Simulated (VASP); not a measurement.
Wanted: the native input for a VASP 6.6.1 run.

- Task: work function
- Functional: PBEsol
- Potentials or basis: VASP PAW PBE potentials, release 64 (Zr_sv)
- Cutoff: 520 eV
- k mesh: 6 × 6 × 1
- Occupations: methfessel-paxton, width 0.1 eV
- Spin: no spin polarisation
- Dipole correction: yes
- Further INCAR settings: ALGO = Normal; EDIFF = 1e-06

The structure of Zr lies in POSCAR:

```
Zr                                      
1.0
    0.0000000000      6.6573457000      0.0000000000
   -5.7654304600     -3.3286729000      0.0000000000
    0.0000000000      0.0000000000     33.7719694300
  Zr            
    16
Direct
     0.6666669999999968    0.0000000000000000    0.3932993307576996
     0.6666669999999968    0.5000000000000000    0.3932993307576996
     0.1666669999999968    0.0000000000000000    0.3932993307576996
     0.1666669999999968    0.5000000000000000    0.3932993307576996
     0.5000009999999975    0.6666659999999993    0.4614968661389044
     0.5000009999999975    0.1666659999999993    0.4614968661389044
     0.0000009999999975    0.6666659999999993    0.4614968661389044
     0.0000009999999975    0.1666659999999993    0.4614968661389044
     0.6666669999999968    0.0000000000000000    0.5385031338610956
     0.6666669999999968    0.5000000000000000    0.5385031338610956
     0.1666669999999968    0.0000000000000000    0.5385031338610956
     0.1666669999999968    0.5000000000000000    0.5385031338610956
     0.5000009999999975    0.6666659999999993    0.6067006692423004
     0.5000009999999975    0.1666659999999993    0.6067006692423004
     0.0000009999999975    0.6666659999999993    0.6067006692423004
     0.0000009999999975    0.1666659999999993    0.6067006692423004
```

The cell was built by a generator and needn't be a form met in nature.

These files were run (other wordings do the same):

INCAR

```
PREC = Accurate ; ENCUT = 520
EDIFF = 1E-6 ; ISMEAR = 1
SIGMA = 0.1 ; LREAL = False
LASPH = True ; NELM = 100
ALGO = Normal ; ISIF = 2
LWAVE = False ; LCHARG = True
LDIPOL = True ; IDIPOL = 3
DIPOL = 0.5 0.5 0.500 ; GGA = PS
LVHAR = True ; LVACPOTAV = True
KPAR = 4
```

KPOINTS

```
regular mesh
0
Gamma
  6 6 1
```

Potentials or basis: VASP PAW PBE potentials, release 64 (Zr_sv).

Run with:

```bash
$ cat potpaw_PBE.64/Zr_sv/POTCAR > POTCAR
$ mpirun -np 4 vasp_std > vasp.out
```

It gave:

```json
{
 "Largest force": "0.014 eV/Å",
 "Band gap on the k mesh": "none (metal or under the smearing width)",
 "Work function of the upper face": "4.11 eV",
 "Work function of the lower face": "4.11 eV"
}
```

Caveat: the PAW data sets were made with another functional, which shifts forces and pressure a little.

Run time: 20 min on 4 MPI ranks on Intel(R) Xeon(R) 6975P-C (Granite Rapids) (shared host), peak memory 1.6 GiB a rank.
